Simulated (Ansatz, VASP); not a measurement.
One calculation of Al2Au, two programs

```
Al Au
1.0
     0.00000    3.09684    3.09684
     3.09684    0.00000    3.09684
     3.09684    3.09684    0.00000
Al Au
2 1
Direct
  0.25000 0.25000 0.25000
  0.75000 0.75000 0.75000
  0.00000 0.00000 0.00000
```

Alike in both runs: task single point; functional r2SCAN; dispersion D3(BJ); k mesh 7 × 7 × 7; occupations fermi-dirac, width 0.2 eV; no spin polarisation.

```csv
,VASP,Ansatz
version,VASP 6.6.1,Ansatz 0.2.0
potentials or method,"VASP PAW PBE potentials, release 64 (Al, Au)","plane waves, norm-conserving potentials"
plane-wave cutoff (eV),520,1034
valence electrons in the cell,17,25
```

|  | VASP | Ansatz | Ansatz less VASP |
| --- | --- | --- | --- |
| dispersion energy (meV/atom) | -172.5 | -172.6 | -0.10 |

The two sets of potentials don't hold the same shells in valence. Ansatz warned: «dispersion_damping_borrowed».

 Spin-orbit coupling is left out, which matters for the levels of Au.
